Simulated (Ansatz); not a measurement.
**NaCl in Ansatz: the effect of functional**

NaCl:

```xyz
2
Lattice="3.5022 0.0000 0.0000 0.0000 3.5022 0.0000 0.0000 0.0000 3.5022" Properties=species:S:1:pos:R:3 pbc="T T T"
Cl    1.7511    1.7511    1.7511
Na    0.0000    0.0000    0.0000
```

Measurements of this composition are mostly on another form, of space group No. 225.

Alike in all runs:

```yaml
Program: Ansatz 0.2.0
Task: single point
Potentials_or_basis: all-electron PAW datasets made for the crystal
k_mesh: 6 × 6 × 6
Occupations: fermi-dirac, width 0.05 eV
Spin: no spin polarisation
```

Problem. One run gave: gap on the mesh 6.01 eV; pressure -0.5 GPa. Which functional did it use?
A. PBE
B. PBE0
C. HSE06

Solution. B.

```csv
functional,cutoff,gap on the mesh (eV),pressure (GPa)
PBE,180 eV (chosen from the basis error),3.98,0.1
HSE06,200 eV (chosen from the basis error),5.29,-0.4
PBE0,200 eV (chosen from the basis error),6.01,-0.5
```

A k mesh can miss the band edges.
